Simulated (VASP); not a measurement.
Write the native input for VASP 6.6.1 that does the following.

```
Task                   : dielectric tensor
Functional             : PBE
Potentials or basis    : VASP PAW PBE potentials, release 64 (Ca_sv, F)
Cutoff                 : 520 eV
k mesh                 : 14 × 14 × 14
Occupations            : gaussian, width 0.03 eV
Spin                   : no spin polarisation
Monkhorst-Pack mesh    : yes
Further INCAR settings : ALGO = Fast; EDIFF = 1e-08
```

The structure of CaF2 (Fluorite) lies in POSCAR:

```
CaF2                                    
1.0
    0.0000000000      2.7123156406      2.7123156406
    2.7123156406      0.0000000000      2.7123156406
    2.7123156406      2.7123156406      0.0000000000
  Ca              F             
     1     2
Direct
     0.0000000000000000    0.0000000000000000    0.0000000000000000
     0.2500000000000000    0.2500000000000000    0.2500000000000000
     0.7500000000000000    0.7500000000000000    0.7500000000000000
```

These files were run (other wordings do the same):

INCAR

```
SYSTEM = CaF2
PREC     = Accurate       ! precision mode
ENCUT    = 520            ! plane-wave cutoff, eV
EDIFF    = 1E-8           ! SCF threshold, eV
ISMEAR   = 0              ! smearing method
SIGMA    = 0.03           ! smearing width, eV
LREAL    = .False.        ! projectors in reciprocal space
LASPH    = .True.         ! aspherical terms in the spheres
NELM     = 80             ! most SCF steps
ALGO     = Fast           ! electronic algorithm
ISIF     = 2              ! what is computed and relaxed
LWAVE    = .False.        ! write WAVECAR
LCHARG   = .False.        ! write CHGCAR
GGA      = PE             ! functional
LEPSILON = .True.         ! dielectric tensor by DFPT
KPAR     = 2
```

KPOINTS

```
Automatic mesh
0
Monkhorst
  14 14 14
  0 0 0
```

Potentials or basis: VASP PAW PBE potentials, release 64 (Ca_sv, F).

Command:

```sh
$ cat potpaw_PBE.64/Ca_sv/POTCAR potpaw_PBE.64/F/POTCAR > POTCAR
$ mpirun -np 2 vasp_std > vasp.out
```

Results of the run:

```yaml
Electronic_dielectric_tensor_diagonal: 2.29
Born_charges_mean_of_the_diagonal: Ca +2.37; F -1.19 e
```

Wall time 33 min on 2 MPI ranks on Intel(R) Xeon(R) Platinum 8488C (Sapphire Rapids) (shared host), peak memory 1.1 GiB a rank.
